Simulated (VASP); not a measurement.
# MgSi (P4/mmm) in VASP: notebook, part 2 of 2

VASP 6.6.1. The steps go on from the part before.

## 3. Single point, r2SCAN

POSCAR reads:

```
MgSi
1.0
    2.9083940000      0.0000000000      0.0000000000
    0.0000000000      2.9083940000      0.0000000000
    0.0000000000      0.0000000000      4.1034270000
Mg Si
1 1
Direct
    0.0000000000      0.0000000000      0.0000000000
    0.5000000000      0.5000000000      0.5000000000
```

INCAR.step1 reads:

```
PREC = Accurate ; ENCUT = 520
ISMEAR = 0 ; SIGMA = 0.15
LREAL = False ; LASPH = True
NELM = 100 ; NBANDS = 10
GGA = PE ; ALGO = Normal
EDIFF = 1E-4 ; LWAVE = True
LCHARG = False
```

INCAR.step2 reads:

```
PREC = Accurate ; ENCUT = 520
EDIFF = 1E-6 ; ISMEAR = 0
SIGMA = 0.15 ; LREAL = False
LASPH = True ; NELM = 100
ALGO = Normal ; ISIF = 2
LWAVE = False ; LCHARG = False
METAGGA = R2SCAN ; LMIXTAU = True
NBANDS = 10 ; ISTART = 1
```

KPOINTS reads:

```
regular mesh
0
Gamma
  16 16 12
```

Potentials or basis: VASP PAW PBE potentials, release 64 (Mg, Si).

Command:

```bash
$ cat potpaw_PBE.64/Mg/POTCAR potpaw_PBE.64/Si/POTCAR > POTCAR
$ cp INCAR.step1 INCAR
$ mpirun -np 1 vasp_std > vasp.out
$ cp INCAR.step2 INCAR
$ mpirun -np 1 vasp_std > vasp.out
```

OUTCAR:

```text
PREC = Accurate
   ENCUT = 520
   EDIFF = 1E-6
   ISMEAR = 0
   LREAL = False
   LASPH = True
   NELM = 100
   ISIF = 2
   METAGGA = R2SCAN
   ISTART = 1

 ion  position               nearest neighbor table
   1  0.000  0.000  0.000-   2 2.90   2 2.90   2 2.90   2 2.90   2 2.90   2 2.90   2 2.90   2 2.90

   2  0.500  0.500  0.500-   1 2.90   1 2.90   1 2.90   1 2.90   1 2.90   1 2.90   1 2.90   1 2.90

  LATTYP: Found a simple tetragonal cell.
 ALAT       =     2.9083940000
 C/A-ratio  =     1.4108910278

  Lattice vectors:

 A1 = (   2.9083940000,   0.0000000000,   0.0000000000)
 A2 = (   0.0000000000,   2.9083940000,   0.0000000000)
 A3 = (   0.0000000000,   0.0000000000,   4.1034270000)

Analysis of symmetry for initial positions (statically):
=====================================================================
 Subroutine PRICEL returns:
 Original cell was already a primitive cell.

 Routine SETGRP: Setting up the symmetry group for a
 simple tetragonal supercell.

 Subroutine GETGRP returns: Found 16 space group operations
 (whereof 16 operations were pure point group operations)
 out of a pool of 16 trial point group operations.

[... 174 lines left out ...]
      2       3.1150      2.00000
      3       5.2889      2.00000
      4      10.8357      0.00000
      5      10.8357      0.00000
      6      11.8677      0.00000
      7      15.4186      0.00000
      8      19.4269      0.00000
      9      19.4269      0.00000
     10      19.9289      0.00000
[... 287 lines left out ...]
 k-point    24 :       0.5000    0.1250    0.0000
  band No.  band energies     occupation
      1      -1.9295      2.00000
      2       0.2396      2.00000
      3       6.2323      0.97404
      4       9.1404      0.00000
      5       9.5226      0.00000
      6      10.8560      0.00000
      7      11.0242      0.00000
      8      14.2594      0.00000
      9      19.3479      0.00000
     10      19.5270      0.00000

 [... further k-points ...]

------------------------ aborting loop because EDIFF is reached ----------------------------------------

  FORCE on cell =-STRESS in cart. coord.  units (eV):
  Direction    XX          YY          ZZ          XY          YZ          ZX
  --------------------------------------------------------------------------------------
  -------------------------------------------------------------------------------------
  Total       -0.1021637     -0.1021637     -0.8107492      0.0000000      0.0000000      0.0000000
  in kB       -4.7157858     -4.7157858    -37.4234580      0.0000000      0.0000000      0.0000000
  external PRESSURE =     -15.6183432 kB  Pullay stress =       0.0000000 kB

 VOLUME and BASIS-vectors are now :
 -----------------------------------------------------------------------------
  energy-cutoff  :      520.00
  volume of cell :       34.71
      direct lattice vectors                 reciprocal lattice vectors
     2.908394000  0.000000000  0.000000000     0.343832369  0.000000000  0.000000000
     0.000000000  2.908394000  0.000000000     0.000000000  0.343832369  0.000000000
     0.000000000  0.000000000  4.103427000     0.000000000  0.000000000  0.243698743

 POSITION                                       TOTAL-FORCE (eV/Angst)
 -----------------------------------------------------------------------------------
      0.00000      0.00000      0.00000         0.000000      0.000000      0.000000
      1.45420      1.45420      2.05171         0.000000      0.000000      0.000000
 -----------------------------------------------------------------------------------
    total drift:                               -0.000000     -0.000000     -0.000000

  FREE ENERGIE OF THE ION-ELECTRON SYSTEM (eV)
  ---------------------------------------------------
  free  energy   TOTEN  =       -12.6169594654 eV

  energy  without entropy=      -12.6079133770  energy(sigma->0) =      -12.61243642
```

OUTCAR.step1:

```text
PREC = Accurate
   ENCUT = 520
   ISMEAR = 0
   LREAL = False
   LASPH = True
[... 537 lines left out ...]
      0.00000      0.00000      0.00000         0.000000      0.000000      0.000000
      1.45420      1.45420      2.05171         0.000000      0.000000      0.000000
 -----------------------------------------------------------------------------------
    total drift:                               -0.000000     -0.000000     -0.000000

  FREE ENERGIE OF THE ION-ELECTRON SYSTEM (eV)
  ---------------------------------------------------
  free  energy   TOTEN  =        -6.7240644177 eV

  energy  without entropy=       -6.7142558781  energy(sigma->0) =       -6.71916015
```

It took 86 s on 1 thread of Intel Xeon 6975P-C (Granite Rapids), shared host; peak memory 0.25 GiB.

What came out:

| Item | Value |
| --- | --- |
| Free energy | -12.6170 eV |
| Pressure | -1.6 GPa |
| Band gap on the k mesh | none (metal or under the smearing width) |

Stress tensor (GPa, compression positive):
```
-0.47  0.00  0.00
 0.00 -0.47  0.00
 0.00  0.00 -3.74
```

Levels at points of the mesh, in eV from the Fermi level:
| k point | band 1 | band 2 | band 3 | band 4 | band 5 | band 6 | band 7 |
| --- | --- | --- | --- | --- | --- | --- | --- |
| (0.00, 0.00, 0.00) | -11.98 | -3.11 | -0.94 | 4.61 | 4.61 | 5.64 | 9.19 |
| (0.50, 0.00, 0.00) | -8.43 | -6.25 | -0.25 | 2.68 | 3.06 | 4.56 | 6.96 |
| (0.50, 0.50, 0.00) | -4.61 | -3.40 | -3.40 | 0.64 | 2.83 | 5.77 | 5.77 |
| (0.00, 0.00, 0.50) | -10.91 | -7.57 | 5.11 | 5.11 | 7.06 | 8.15 | 8.95 |
| (0.50, 0.00, 0.50) | -7.46 | -5.27 | -4.18 | -1.53 | 7.58 | 10.53 | 10.97 |
| (0.50, 0.50, 0.50) | -3.47 | -2.59 | -2.59 | -0.80 | 1.24 | 1.24 | 1.52 |

Caveat: the PAW data sets were made with another functional, which shifts forces and pressure a little.
